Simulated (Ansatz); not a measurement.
Zr:

```
CELL_PARAMETERS angstrom
3.23200 0.00000 0.00000
-1.61600 2.79899 0.00000
0.00000 0.00000 5.14700
ATOMIC_POSITIONS crystal
Zr 0.66667 0.33333 0.75000
Zr 0.33333 0.66667 0.25000
```

| Item | Value |
| --- | --- |
| Program | Ansatz 0.2.0 |
| Task | relaxation of cell and atoms |
| Functional | PBEsol |
| Potentials or basis | Ansatz PAW |
| Cutoff | 420 eV (not typed: the program's choice for these potentials) |
| k mesh | 9 × 9 × 5 |
| Occupations | fermi-dirac, width 0.05 eV |
| Spin | no spin polarisation |

At the start: volume 23.28 Å³/atom.

**Question.** How do energy, volume and symmetry change on relaxing?

**Answer.** It ends after 5 steps and the volume is 22.47 Å³/atom (-3.5 %); space group P6_3/mmc (No. 194, to 0.05 Å).

The path:
```
step  energy change (eV)  largest force (eV/Å)  volume (Å³)
   1              0.0000                0.0000        46.56
   2             -0.0180                0.0000        45.03
   3             -0.0181                0.0000        44.93
   4             -0.0181                0.0000        44.93
   5             -0.0180                0.0000        44.93
```

Final structure:
```xyz
2
Lattice="3.1818 0.0000 0.0000 -1.5909 2.7556 0.0000 0.0000 0.0000 5.1248" Properties=species:S:1:pos:R:3 pbc="T T T"
Zr    1.5909    0.9185    3.8436
Zr    0.0000    1.8370    1.2812
```

Caveat: the plane-wave basis is chosen anew once the cell has moved, so the energies of steps on either side of that aren't comparable; the PAW data sets come from PBE, with cores solved anew for the run's functional, which leaves a small shift of forces and pressure.
